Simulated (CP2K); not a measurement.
PbS (Galena):

```xyz
2
Lattice="4.1942 0.0000 0.0000 2.0971 3.6323 0.0000 2.0971 1.2108 3.4246" Properties=species:S:1:pos:R:3 pbc="T T T"
Pb    0.0000    0.0000    0.0000
S     4.1942    2.4215    1.7123
```

Base run:

```yaml
Program: CP2K 2026.2
Functional: PW91
Potentials_or_basis: POTENTIAL_UZH Pb GTH-PBE-q4, S GTH-PBE-q6; TZVP-MOLOPT-PBE-GTH basis
Density_cutoff: 9184 eV
k_mesh: 8 × 8 × 8
Occupations: fermi-dirac, width 0.05 eV
Spin: no spin polarisation
```

Its results: band gap on the k mesh 0.25 eV, direct; pressure 3.0 GPa.

**Question.** After a change of settings the same cell gave: band gap on the k mesh 0.09 eV, direct; pressure 1.3 GPa. Which change was it?
A. functional from PW91 to optB88-vdW
B. functional from PW91 to LDA
C. functional from PW91 to PBE

**Answer.** B.

LDA binds more tightly than PW91, so the same cell stands under less pressure.

Caveats: the potentials were made for another functional, which shifts forces and pressure; spin-orbit coupling is left out, which as a rule narrows the gap of such compounds by several tenths of an eV; the basis of atomic orbitals isn't converged, which shifts pressures, moduli and gaps.

Not every run made on this cell is shown here.
